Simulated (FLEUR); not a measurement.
Crystal: AgCl (Chlorargyrite).

```
Ag Cl
1.0
     0.00000    2.73500    2.73500
     2.73500    0.00000    2.73500
     2.73500    2.73500    0.00000
Ag Cl
1 1
Direct
  0.00000 0.00000 0.00000
  0.50000 0.50000 0.50000
```

Base run:

| Item | Value |
| --- | --- |
| Program | FLEUR MaX-R8.1 (later development tree) |
| Functional | PBE |
| Potentials or basis | all-electron |
| Basis | FLAPW |
| Kmax | 4.92 1/bohr |
| k mesh | 8 × 8 × 8 |
| Occupations | fermi-dirac, width 0.05 eV |
| Spin | no spin polarisation |

Its results: band gap on the k mesh 0.91 eV, indirect (least direct gap 3.33 eV).

Problem. The run is repeated on the same cell with these changes: functional from PBE to PBEsol; lmax from Ag 11, Cl 8 to Ag 10, Cl 8. What comes out?

Solution. Band gap on the k mesh 0.73 eV, indirect (least direct gap 3.18 eV).

A k mesh can miss the band edges.

Not every run made on this cell is shown here.
